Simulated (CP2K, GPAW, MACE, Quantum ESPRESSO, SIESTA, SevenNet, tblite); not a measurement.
# How far do other methods lie from plane waves? Random wurtzite alloy of AlN and GaN (72 atoms)

One geometry of random wurtzite alloy of AlN and GaN (72 atoms) is solved by several programs and methods. How far do their forces lie from a plane-wave PBE run?

Results are calculated, not measured.

### Step 1. The structure

The cell holds 72 atoms (32 Al, 36 N and 4 Ga), with edges of 9.36, 9.36 and 10.01 Å. Recipe: wurtzite AlN, 3 x 3 x 2 conventional cells, 4 of 36 Al sites given to Ga at random (x = 0.111), lattice by Vegard's rule (a = 3.121 Å, c = 5.005 Å); not relaxed, displaced by a Gaussian of 0.02 Å. Then every atom was moved at random, 0.03 Å r.m.s. a Cartesian component. The density is 3.60 g/cm³.

### Step 2. The reference input

Quantum ESPRESSO 7.5: Kohn-Sham DFT, PBE, SSSP efficiency 1.3.0 pseudopotentials, plane waves. Its input, pw.in:

```
&control
  calculation = 'scf'
  pseudo_dir = './pseudo'
  outdir = './tmp'
  disk_io = 'none'
  tprnfor = .true.
  tstress = .true.
/
&system
  ibrav = 0
  nat = 72
  ntyp = 3
  ecutwfc = 70
  ecutrho = 560
  nosym = .true.
  occupations = 'smearing'
  smearing = 'fd'
  degauss = 0.003675
/
&electrons
  conv_thr = 3.6e-07
  electron_maxstep = 100
  mixing_beta = 0.4
  mixing_mode = 'plain'
  diagonalization = 'david'
/
ATOMIC_SPECIES
Al 26.982 Al.upf
N 14.007 N.upf
Ga 69.723 Ga.upf
CELL_PARAMETERS angstrom
9.36180 0.00000 0.00000
-4.68090 8.10756 0.00000
0.00000 0.00000 10.00920
ATOMIC_POSITIONS crystal
Al 1.00000 0.00388 0.00148
N 0.10571 0.21774 0.05837
Al 0.11484 0.22734 0.25012
N 0.99752 0.00852 0.30637
[... 66 atom lines left out ...]
Al 0.78061 0.89411 0.74900
N 0.67046 0.66807 0.81425
K_POINTS gamma
```

```console
$ OMP_NUM_THREADS=1 mpirun -np 4 pw.x -in pw.in > output.txt
```

Run time: 3.2 min. Hardware: 4 MPI ranks of Arm Neoverse V2, shared host; peak memory 3.4 GiB; 13 min of CPU time.

It converged with an r.m.s. force component of 0.94 eV/Å and a pressure of 5.5 GPa.

Its highest filled and lowest empty levels lie 3.71 eV apart on its k-points.

### Step 3. What was run beside it

- CP2K 2026.2: Gaussian basis with GTH pseudopotentials and a plane-wave density; labels give functional, basis (MOLOPT sets; SR short-range, UZH the newer set with its own potentials), grid cutoff/relative cutoff and solver (OT: orbital transformation; TRS4, TC2, SIGN: linear-scaling purification with its sparsity filter), or its built-in tight binding.
- GPAW 26.7.0: PAW with atomic orbitals (LCAO), plane waves or a real-space grid of spacing h.
- MACE: machine-learned potential, published weights.
- Quantum ESPRESSO 7.5: plane waves; labels (QE) give functional, pseudopotential set and cutoffs of waves/density.
- SIESTA 5.4.2: numerical atomic orbitals, whose automatically made sets are far from complete, with PseudoDojo norm-conserving potentials that we converted to its format (checked against plane waves on the same files for H, C, O, Si, Ge and Ca alone); labels give functional, basis size, energy shift and mesh cutoff.
- SevenNet: machine-learned potential, published weights.
- tblite 0.8.0: extended tight binding, driven from Python.

All use the same cell and atoms, and the electronic-structure runs the same k-mesh.

### Step 4. Side by side

Differences are against the reference: forces as r.m.s. over components, share as that over the reference's r.m.s. force, slope as the fitted ratio of a run's forces to the reference's.

| run | Δ force, r.m.s. (meV/Å) | share (%) | slope | Δ pressure (GPa) | Δ gap (eV) | cores | CPU time | memory (GiB) |
| --- | --- | --- | --- | --- | --- | --- | --- | --- |
| reference | - | - | - | - | - | 4 | 13 min | 3.4 |
| CP2K LDA, DZVP-MOLOPT-SR, 800/50 Ry, OT CG | 62.6 | 6.67 | 0.950 | -9.45 | 0.053 | 4 | 17 min | 3.1 |
| CP2K PBE, DZVP-MOLOPT-SR, 280/50 Ry, OT CG (coarse) | 435 | 46.3 | 1.046 | 0.268 | 0.0693 | 2 | 16 min | 0.71 |
| CP2K PBE, DZVP-MOLOPT-SR, 400/50 Ry, OT CG (coarse) | 72.7 | 7.75 | 1.005 | -0.218 | 0.07 | 4 | 21 min | 2.1 |
| CP2K PBE, DZVP-MOLOPT-SR, 800/50 Ry, TC2 filter 1e-03, SCF 1e-04 (coarse) | 189 | 20.1 | 1.078 | -0.485 | - | 4 | 2.3 min | 3.1 |
| CP2K PBE, DZVP-MOLOPT-SR, 800/50 Ry, TC2 filter 1e-04, SCF 1e-05 (coarse) | 138 | 14.7 | 0.959 | -0.372 | - | 4 | 2.7 min | 3.1 |
| CP2K PBE, DZVP-MOLOPT-SR, 800/50 Ry, TC2 filter 1e-07, SCF 1e-07 | 51.6 | 5.50 | 1.005 | -0.358 | - | 4 | 5.3 min | 3.1 |
| CP2K PBE, DZVP-MOLOPT-SR, 800/50 Ry, diagonalisation | 50.0 | 5.32 | 1.007 | -0.353 | 0.0699 | 4 | 5.5 min | 5.1 |
| CP2K PBE, SZV-MOLOPT-SR, 800/50 Ry, OT CG (coarse) | 274 | 29.2 | 1.157 | 11.9 | 0.0621 | 2 | 10 min | 1.8 |
| GPAW PBE, LCAO dzp, h 0.15 Å | 234 | 24.9 | 1.125 | - | -0.0404 | 2 | 8 min | 2.7 |
| GPAW PBE, LCAO dzp, h 0.18 Å | 240 | 25.6 | 1.132 | - | -0.045 | 1 | 4.2 min | 1.3 |
| GPAW PBE, LCAO sz(dzp), h 0.18 Å (coarse) | 290 | 30.9 | 1.245 | - | -0.273 | 1 | 52 s | 0.94 |
| GPAW PBE, LCAO szp(dzp), h 0.18 Å (coarse) | 254 | 27.0 | 1.149 | - | 0.317 | 1 | 3 min | 1.3 |
| MACE MP-0b3 medium potential | 81.0 | 8.63 | 0.945 | -0.679 | - | 1 | 7.3 s | 1.2 |
| MACE MPA-0 medium potential | 72.7 | 7.75 | 1.030 | -0.221 | - | 1 | 6.7 s | 1.1 |
| QE PBE, gbrv-1.5, 40/200 Ry | 6.07 | 0.647 | 0.996 | 0.247 | -0.0269 | 2 | 82 s | 0.71 |
| SIESTA PBE, DZP, shift 0.01 Ry, mesh 500 Ry | 43.3 | 4.61 | 1.030 | 1.79 | 0.0979 | 2 | 11 min | 2.6 |
| SevenNet l3i5 potential | 51.1 | 5.45 | 0.997 | -0.660 | - | 1 | 8.9 s | 1.5 |
| tblite GFN1-xTB | 349 | 37.2 | 0.725 | 24.9 | - | 1 | 6.2 s | 0.12 |

Rows marked coarse were listed beforehand as settings not expected to be converged; some can still land near the reference.

Times of the machine-learned potentials are mostly Python's start and the loading of weights.

CPU time is summed over cores on shared hosts, so it is rough.

### Step 5. What came out

Forces lie from 0.65 % (QE PBE, gbrv-1.5, 40/200 Ry) to 46 % (CP2K PBE, DZVP-MOLOPT-SR, 280/50 Ry, OT CG, coarse) of the reference's r.m.s. force of 0.94 eV/Å away from it. Other PBE runs on plane waves or a grid: QE PBE, gbrv-1.5, 40/200 Ry 0.65 % of the r.m.s. force; the reference has errors of its own, so differences under a few per cent don't tell which side is nearer the exact PBE result. The PBE runs in local orbitals, coarse settings apart, differ by 4.6 % (SIESTA PBE, DZP, shift 0.01 Ry, mesh 500 Ry) to 26 % (GPAW PBE, LCAO dzp, h 0.18 Å); basis, grid and potentials can all enter. Tight binding differs by 37 % (tblite GFN1-xTB); it is another model, with fitted parameters of its own, and the xTB methods hold dispersion.

Machine-learned potentials differ by 5.4 % (SevenNet l3i5 potential) to 8.6 % (MACE MP-0b3 medium potential); they were trained on other programs' data. Rows with another functional or a dispersion term differ by 6.7 % (CP2K LDA, DZVP-MOLOPT-SR, 800/50 Ry, OT CG), which mixes the change of model with differences of basis and potentials. Runs with settings chosen to be coarse differ by 7.7 % (CP2K PBE, DZVP-MOLOPT-SR, 400/50 Ry, OT CG) to 46 % (CP2K PBE, DZVP-MOLOPT-SR, 280/50 Ry, OT CG), their programs' other errors included. GPAW PBE, LCAO sz(dzp), h 0.18 Å stiffens the forces by a factor of 1.25 while following their directions (correlation 0.989); the slopes of the 4 GPAW runs lie between 1.12 and 1.25. From CP2K PBE, DZVP-MOLOPT-SR, 280/50 Ry, OT CG to the finer CP2K PBE, DZVP-MOLOPT-SR, 800/50 Ry, diagonalisation the share falls from 46 to 5.3 %. From GPAW PBE, LCAO dzp, h 0.18 Å to the finer GPAW PBE, LCAO dzp, h 0.15 Å the share goes from 25.6 to 24.9 %, so the grid isn't what parts these runs from the reference. Pressures at PBE, coarse settings apart, lie -0.36 to +1.79 GPa from the reference's. Gaps at PBE, coarse settings apart, lie -0.04 to +0.10 eV from the reference's, on k-points that hold the band edges only if these fold onto them.

Caveats: Periodic xTB results under one method name differ between programs and library versions. The potentials hold different valence shells: 328 electrons in the reference, 288 in GPAW and 352 in Quantum ESPRESSO with GBRV; this bears on time and differences. GPAW's setups keep the filled d shell of Ga in the core. The reference's pressure holds the uncorrected Pulay stress of its 70 Ry basis, so small pressure differences may be the reference's own error. GPAW's Ga setup keeps the 3d shell in the core. Machine-learned potentials mimic data converged in k, so the reference's own k-point error enters their differences. The reference's stress is far from hydrostatic: its diagonal is 5.9, 6.9, 3.6 GPa, compression counted positive. The host structure and its lattice constant were typed by rule, without a check against the phase diagram. The electronic-structure runs sample only Γ, in a cell whose shortest periodic width is 8 Å. The reference's pressure of 5.5 GPa reflects the volume that the recipe set, positions that aren't this level's minimum and the coarse k-sampling. Spin–orbit coupling is left out. Where levels are smeared, the DFT runs use Fermi–Dirac occupations at 580 K (0.05 eV), and energies are free energies. The atoms were displaced at random, and shares hang on the size of the forces that this gives. The reference's cutoffs and mesh weren't converged further here.

[Logs are printed without paths, hosts, clocks, repeated set-up lines and the standing remarks that a program may print on its own settings, such as how far it seeks lower states.]

[Hosts, paths, dates, database ids (printed as entryN), source tags and the programs' standing remarks are cut or masked in the printed files.]

[Cells were taken only where this reference lay near another plane-wave run.]
